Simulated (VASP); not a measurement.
Write the native input for VASP 6.6.1 that does the following.

```yaml
Task: single point
Functional: PBE
Dispersion: D3(BJ)
Potentials_or_basis: VASP PAW PBE potentials, release 64 (Sb)
Cutoff: 520 eV
k_mesh: 6 × 6 × 6
Occupations: gaussian, width 0.02 eV
Spin: no spin polarisation
Further_INCAR_settings: ALGO = Fast; EDIFF = 1e-07
```

The structure of Sb lies in POSCAR:

```
Sb
1.0
    2.1542000000      1.2437279500      3.7580000000
   -2.1542000000      1.2437279500      3.7580000000
    0.0000000000     -2.4874559000      3.7580000000
Sb
2
Direct
    0.2334900000      0.2334900000      0.2334900000
    0.7665100000      0.7665100000      0.7665100000
```

The input as run:

INCAR

```
ALGO = Fast
EDIFF = 1E-7
ENCUT = 520
GGA = PE
ISIF = 2
ISMEAR = 0
IVDW = 12
LASPH = T
LCHARG = F
LREAL = F
LWAVE = F
NELM = 60
PREC = Accurate
SIGMA = 0.02
```

KPOINTS

```
k-points
0
Gamma
  6 6 6
```

Potentials or basis: VASP PAW PBE potentials, release 64 (Sb).

Command:

```sh
$ cat potpaw_PBE.64/Sb/POTCAR > POTCAR
$ mpirun -np 1 vasp_std > vasp.out
```

Results of the run:

* Pressure: 0.3 GPa
* Largest force: 0.104 eV/Å
* Band gap on the k mesh: none (metal or under the smearing width)
* Dispersion energy per atom: -0.473 eV

Caveat: pairwise dispersion overbinds metals, which lowers pressure and volume.

It took 14 s on 1 thread of AMD EPYC 9R45 96-Core Processor (Zen 5), with other jobs on the host, peak memory 0.18 GiB.
